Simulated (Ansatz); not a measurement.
The system is NiO.

```
CELL_PARAMETERS angstrom
0.00000 2.08590 2.08590
2.08590 0.00000 2.08590
2.08590 2.08590 0.00000
ATOMIC_POSITIONS crystal
Ni 0.00000 0.00000 0.00000
O 0.50000 0.50000 0.50000
```

Program: Ansatz 0.2.0. Alike in all runs: task density of states; potentials or basis all-electron LAPW, scalar-relativistic; spin collinear, ferromagnetic start; cell as given; k mesh 11 × 11 × 11; cutoff (eV) 378; smearing fermi-dirac 0.05 eV; basis error allowed 0.001 eV/atom.

Order these runs on this cell by their pressure, lowest first.
A. level PBEsol+U; U Ni d U = 2 eV
B. level PBEsol+U; U Ni d U = 6 eV
C. level PBEsol+U; U Ni d U = 4 eV
D. level PBEsol+U; U Ni d U = 8 eV
E. level PBEsol

E (-6.8 GPa), A (0.5 GPa), C (2.3 GPa), B (4.2 GPa), D (6.3 GPa).

Caveats: a cell with one magnetic atom can't hold antiferromagnetic order, which such compounds often take; the magnetic state may not be the lowest (some runs); U is the effective U less J, on atomic orbitals that reach past the spheres (some runs); an odd mesh through Γ misses points on the zone boundary, where band edges often lie (some runs); semilocal functionals often make such compounds metallic where correlation or magnetic order opens a gap, which also shifts bond lengths (some runs).
